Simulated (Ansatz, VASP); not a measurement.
**One calculation of Ga, two programs**

```
Ga
1.0
     2.55291    0.00000    0.00000
     0.00000    2.55291    0.00000
     0.00000    0.00000    2.55291
Ga
1
Direct
  0.00000 0.00000 0.00000
```

Alike in both runs: task single point; functional LDA; k mesh 13 × 13 × 13; occupations fermi-dirac, width 0.1 eV; no spin polarisation.

```csv
,VASP,Ansatz
version,VASP 6.6.1,Ansatz 0.2.0
potentials or method,"VASP PAW LDA potentials, release 64 (Ga_d)","plane waves (420 eV) with PAW, scalar-relativistic"
plane-wave cutoff (eV),520,420
valence electrons in the cell,13,13
```

```csv
,VASP,Ansatz,Ansatz less VASP
pressure (GPa),6.8,6.5,-0.24
```

Ansatz warned: «pseudo_functional_mismatch».
